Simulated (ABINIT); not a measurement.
Runs of ABINIT 10.8.3 (patched build) on TaN. Symmetry: Fm-3m, No. 225, cubic system. The conventional cell has a = 4.358 Å, b = 4.358 Å, c = 4.358 Å, α = 90.00°, β = 90.00°, γ = 90.00°. Ta (site symmetry m-3m) is surrounded by 6 N at 2.18 Å. Around N (site symmetry m-3m) lie 6 Ta at 2.18 Å. 

```tsv
task	level	potentials or basis	spin	U	k mesh	smearing	start of the occupation matrix	double counting (usepawu)	SCF steps with the typed occupation matrix (usedmatpu)	most SCF steps	SCF threshold (tolvrs)	mesh quality	gap on the mesh (eV)	pressure (GPa)	moment (μB)
band structure	PBE	JTH PAW PBE v2.0	SOC, no magnetisation	-	10 × 10 × 10	fermi-dirac 0.05 eV	-	-	-	-	-	not flagged	none	(a)	-
single point	LDA+U	JTH PAW LDA v2.0	collinear, ferromagnetic start	Ta d U = 6 eV	6 × 6 × 6	gaussian 0.05 eV	sensible	1	30	80	1e-07	coarse	none	14.8	0.00
band structure	PBE	JTH PAW PBE v2.0	off	-	10 × 10 × 10	fermi-dirac 0.05 eV	-	-	-	-	-	not flagged	none	14.3	-
single point	LDA+U	JTH PAW LDA v2.0	collinear, ferromagnetic start	Ta d U = 6 eV	6 × 6 × 6	gaussian 0.05 eV	random	1	20	100	1e-07	coarse	none	14.8	0.00
```

Alike in all rows: cell as given; cutoff (eV) 707.

Q: Fill in the values left out.

A: (a) 14.9.

Caveats: some runs use coarse meshes; the highest band is partly filled, so the run has too few bands (some runs); spin-orbit coupling is left out, which moves the levels of the heavy elements (some runs).

A k mesh can miss the band edges, and rows without SOC leave out spin-orbit coupling on Ta.

A gap of «none» marks a metal or a gap under the smearing width.
